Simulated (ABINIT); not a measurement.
Runs of ABINIT 10.8.3 (patched build) on MoS2. It takes space group P-3m1 (No. 164, trigonal). The conventional cell has a = 3.227 Å, b = 3.227 Å, c = 6.312 Å, α = 90.00°, β = 90.00°, γ = 120.00°. Mo (site symmetry -3m) has 6 S at 2.42 Å as nearest neighbours. Around S (site symmetry 3m) lie 3 Mo at 2.42 Å. Measurements of this composition are mostly on another form, of space group No. 194.

```tsv
task	level	potentials or basis	cell	k mesh	cutoff (eV)	cell freedom (optcell)	cutoff smearing ecutsm (Ha)	optimiser (ionmov)	force stop (Ha/bohr)	fine-grid cutoff	gap on the mesh (eV)	pressure (GPa)	largest force (eV/Å)
relaxation of cell and atoms	WC	JTH PAW PBE v2.0	relaxed	7 × 7 × 3	653	2	0.5	2	0.0005	1251.72 eV	none	-0.1	0.01
single point	PBE	SG15 NC PBE v1.2	as given	9 × 9 × 4	816	-	-	-	-	-	none	(a)	0.32
single point	PBE	SPMS NC PBE v1.0	as given	9 × 9 × 4	599	-	-	-	-	-	none	1.0	0.30
single point	PBE	PseudoDojo NC SR PBE v0.4.1 standard	as given	9 × 9 × 4	1088	-	-	-	-	-	none	1.1	0.29
single point	PBE	JTH PAW PBE v2.0	as given	9 × 9 × 4	544	-	-	-	-	1088.46 eV	none	1.1	0.29
```

Alike in all rows: no spin polarisation; smearing fermi-dirac 0.05 eV.

**Question.** Estimate the missing entries.

**Answer.** (a) 1.2.

Caveats: this functional lacks dispersion, which binds the layers, so the pressure and a relaxed spacing across them are unreliable; the PAW data sets were made with another functional, which shifts forces and pressure a little (some runs).

A k mesh can miss the band edges, and the runs leave out spin-orbit coupling on Mo.

A gap of «none» marks a metal or a gap under the smearing width.
